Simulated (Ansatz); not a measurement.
# Na2S (Fm-3m) in Ansatz: a run that goes wrong, beside a sound one

Two runs on Na2S: the first has a flaw, the second is sound.

Program: Ansatz 0.2.0. These are calculated values, not measurements. Logs are shortened: lines on timing, memory, paths and dates and some standing lists are left out, and cuts for length are marked.

## Step 1: The structure

Symmetry: Fm-3m, No. 225, cubic system. The conventional cell has a = 6.547 Å, b = 6.547 Å, c = 6.547 Å, α = 90.00°, β = 90.00°, γ = 90.00°. Around S (site symmetry m-3m) lie 8 Na at 2.83 Å. Around Na (site symmetry -43m) lie 4 S at 2.83 Å.

## Step 2: A run with an altered input

input.yaml

```yaml
crystal:
  Lattice: [[0.0, 3.2735, 3.2735], [3.2735, 0.0, 3.2735], [3.2735, 3.2735, 0.0]]
  atoms:
    - { symbol: S, position: [0.0, 0.0, 0.0] }
    - { symbol: Na, position: [0.75, 0.75, 0.75] }
    - { symbol: Na, position: [0.25, 0.25, 0.25] }
hamiltonian:
  xc: pbe
  pseudopotentials: { kind: paw }
kpoints:
  mp_grid: { grid: [7, 7, 7] }
scf:
  occupations: { method: fermi_dirac, width: 0.05 }
  max_iter: 80
output:
  forces: true
  stress: true
  eigenvalues: true
relax:
  f_tol: 0.01
  max_steps: 40
  cell: { stress_tol: 0.05 }
```

Potentials or basis: Ansatz PAW.

Launch:

```bash
$ ansatz run input.yaml --threads 2 --pin off --max-ram 5632MiB --backend cpu --events-out ev --progress --plain --runs-dir out
```

Log:

```text
Error: YAML parse error: error: line 2 column 3: unknown field `Lattice`, expected one of checkpoint, saddle_side, structure_sha256, lattice, periodic, space_group, setting, atoms, reduce_to_primitive, conventional_axes, supercell, defects, symmetry, host
 --> <input>:2:3
  |
1 | crystal:
2 |   Lattice: [[0.0, 3.2735, 3.2735], [3.2735, 0.0, 3.2735], [3.2735, …
  |   ^ unknown field `Lattice`, expected one of checkpoint, saddle_side, structure_sha256, lattice, periodic, space_group, setting, atoms, reduce_to_primitive, conventional_axes, supercell, defects, symmetry, host
3 |   atoms:
4 |     - { symbol: S, position: [0.0, 0.0, 0.0] }
  |
```

Run time: 0.02 s. Hardware: 2 threads of Arm Neoverse V1, shared host; peak memory 0.018 GiB.

The input was rejected before any iteration. The input was made wrong on purpose: a misspelt key (crystal.lattice = Lattice).

## Step 3: Relaxation of cell and atoms, PBE

Edit input.yaml of step 2 so:

```diff
@@ -1,3 +1,6 @@
 crystal:
-  Lattice: [[0.0, 3.2735, 3.2735], [3.2735, 0.0, 3.2735], [3.2735, 3.2735, 0.0]]
+  lattice:
+    - [0.0, 3.2735, 3.2735]
+    - [3.2735, 0.0, 3.2735]
+    - [3.2735, 3.2735, 0.0]
   atoms:
@@ -13,3 +16,2 @@
   occupations: { method: fermi_dirac, width: 0.05 }
-  max_iter: 80
 output:
@@ -18,2 +20,6 @@
   eigenvalues: true
+  write_density: true
+  write_potential: true
+  elf: true
+  volumetric_format: npy
 relax:
```

Potentials or basis: Ansatz PAW.

Launch:

```bash
$ ansatz run input.yaml --threads 2 --pin off --max-ram 5632MiB --backend cpu --events-out ev --progress --plain --runs-dir out
```

Run time: 3.5 s. Hardware: 2 threads of Arm Neoverse V1, shared host; peak memory 0.32 GiB.

It converged, with:

* Free energy: -3878.1430 eV
* Relaxed volume: 23.61 Å³/atom
* Relaxed cell: a = 4.644 Å, b = 4.644 Å, c = 4.644 Å, α = 60.00°, β = 60.00°, γ = 60.00°
* Space group after relaxing (to 0.05 Å): Fm-3m (No. 225)
* Energy gained by relaxing: 0.2 meV/atom
* Ionic steps: 4
* Pressure after relaxing: 0.0 GPa
* Band gap on the k mesh: 2.45 eV, direct

Step by step:
```tsv
step	energy change (eV)	largest force (eV/Å)	volume (Å³)
1	0.0000	0.0000	70.16
2	-0.0005	0.0000	70.63
3	-0.0006	0.0000	70.83
4	-0.0006	0.0000	70.83
```

Final structure:
```yaml
crystal:
  lattice:
    - [0.00000, 3.28401, 3.28401]
    - [3.28401, 0.00000, 3.28401]
    - [3.28401, 3.28401, 0.00000]
  atoms:
    - { symbol: S, position: [0.00000, 0.00000, 0.00000] }
    - { symbol: Na, position: [0.75000, 0.75000, 0.75000] }
    - { symbol: Na, position: [0.25000, 0.25000, 0.25000] }
```

Levels at points of the mesh, in eV from the valence-band top:
| k point | band 10 | band 11 | band 12 | band 13 | band 14 | band 15 |
| --- | --- | --- | --- | --- | --- | --- |
| (0.00, 0.00, 0.00) | 0.00 | 0.00 | 0.00 | 2.45 | 7.68 | 7.68 |

Caveat: odd divisions of the mesh miss points on the zone boundary, where band edges often lie, so the gap on the mesh can be too wide; the plane-wave basis is chosen anew once the cell has moved, so the energies of steps on either side of that aren't comparable.
